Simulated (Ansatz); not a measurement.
## Ag under pressure

All numbers below come from Ansatz 0.2.0, DFT PBEsol, scalar-relativistic, plane waves, PAW. (420 eV cutoff, 18×18×10 k-mesh, Gaussian smearing of 0.10 eV, no spin polarisation)

Starting point, cell and atoms relaxed:

```
Ag
1.0
     2.86699    0.00000    0.00000
    -1.43350    2.48289    0.00000
     0.00000    0.00000    4.69083
Ag
2
Cartesian
  0.0000 1.6553 1.1727
  1.4335 0.8276 3.5181
```

Cell and atoms are relaxed at each pressure within the symmetry of the start, at zero temperature, so transitions that lower the symmetry aren't seen. The k-mesh given is that at zero pressure and may differ at others. a, b and c are the lengths of the cell vectors above.

Pressures computed: -1, 1, 4, 12, 25, 50, 90 GPa.

Task: At which pressure does the cell have a = 2.580, b = 2.580 and c = 4.222 Å?

Result: About 90 GPa, where V/V0 = 0.729.

This form isn't the element's structure at ambient conditions.